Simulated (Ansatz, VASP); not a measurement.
# NbSi: VASP beside Ansatz

The input INCAR:

```
SYSTEM = NbSi
ALGO     = Fast           ! electronic algorithm
EDIFF    = 1E-8           ! SCF threshold, eV
ENCUT    = 520            ! plane-wave cutoff, eV
GGA      = PE             ! functional
ISIF     = 2              ! what is computed and relaxed
ISMEAR   = -1             ! smearing method
LASPH    = .True.         ! aspherical terms in the spheres
LCHARG   = .False.        ! write CHGCAR
LEFG     = .True.       
LREAL    = .False.        ! projectors in reciprocal space
LWAVE    = .False.        ! write WAVECAR
NBANDS   = 16             ! bands
NELM     = 100            ! most SCF steps
PREC     = Accurate       ! precision mode
SIGMA    = 0.05           ! smearing width, eV
```

Contents of KPOINTS:

```
k-points
0
Gamma
  14 14 14
  0 0 0
```

The input POSCAR:

```
NbSi
1.0
    0.0000000000      2.5215598543      2.5215598543
    2.5215598543      0.0000000000      2.5215598543
    2.5215598543      2.5215598543      0.0000000000
Nb Si
1 1
Direct
    0.0000000000      0.0000000000      0.0000000000
    0.5000000000      0.5000000000      0.5000000000
```

Input for Ansatz:

```yaml
crystal:
  lattice:
    - [0.0, 2.5215598543, 2.5215598543]
    - [2.5215598543, 0.0, 2.5215598543]
    - [2.5215598543, 2.5215598543, 0.0]
  atoms:
    - { symbol: Nb, position: [0.0, 0.0, 0.0] }
    - { symbol: Si, position: [0.5, 0.5, 0.5] }
kpoints:
  mp_grid: { grid: [14, 14, 14] }
scf:
  occupations: { method: fermi_dirac, width: 0.05 }
hamiltonian:
  xc: pbe
  pseudopotentials: { kind: all_electron, datasets: crystal }
output:
  forces: true
  stress: true
  eigenvalues: true
  efg: { contact_densities: true }
```

Change from the starting cell: volume scaled by 0.9405, crystal datasets.

Alike in both runs: task electric field gradients; functional PBE; k mesh 14 × 14 × 14; occupations fermi-dirac, width 0.05 eV; no spin polarisation.

```csv
,VASP,Ansatz
version,VASP 6.6.1,Ansatz 0.2.0
potentials or method,"VASP PAW PBE potentials, release 64 (Nb_sv, Si)","all-electron PAW with datasets made for the crystal, scalar-relativistic"
plane-wave cutoff (eV),520,see its input
```

Ansatz gave:

```
pressure (GPa)                                                 : 10.4
Vzz of the field gradient on the site that differs most (V/Å²) : 0.0
```

Which values does VASP return?

Pressure (GPa): 10.2; Vzz of the field gradient on the site that differs most (V/Å²): 0.0.

Ansatz ran all-electron here, so the differences hold the error of VASP's frozen core and of both bases. Ansatz warned: «gradients_without_spin_orbit».
